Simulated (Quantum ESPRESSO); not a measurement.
# BAs: zone-centre phonons under several settings

```
B As
1.0
     2.95701    0.00000    0.00000
     0.00000    2.95701    0.00000
     0.00000    0.00000    2.95701
B As
1 1
Direct
  0.50000 0.50000 0.50000
  0.00000 0.00000 0.00000
```

The cell was built by a generator and needn't be a form met in nature.

All runs used Quantum ESPRESSO 7.5; potentials GBRV 1.5 PBEsol; given cell; no spin polarisation; cutoff 612 eV; occupations fermi-dirac, width 0.05 eV.

| level | k mesh (s: shifted) | pressure (GPa) | lowest optical mode without the field (cm⁻¹) |
| --- | --- | --- | --- |
| PBEsol | 4 × 4 × 4 | -9.0 | 290 |
| PBEsol | 6 × 6 × 6 | -4.7 | 200i |
| PBEsol | 8 × 8 × 8 | -6.1 | 229i |
| PBEsol | 10 × 10 × 10 | -5.9 | 201i |
| PBEsol | 12 × 12 × 12 | ? | ? |

Task: What stands in the row left open?

Result: Pressure -5.8 GPa; lowest optical mode without the field 194i cm⁻¹.

Values marked i are imaginary: the cell is unstable against those modes at that level, or the meshes are too thin.

Caveats: some runs use coarse meshes; the cell is more than 3 GPa from zero pressure, which shifts response properties; the mesh is thin for the phonons of a metal (some runs); some modes are imaginary (some runs).

For the row left open. Caveat: some modes are imaginary; the cell is more than 3 GPa from zero pressure, which shifts response properties.
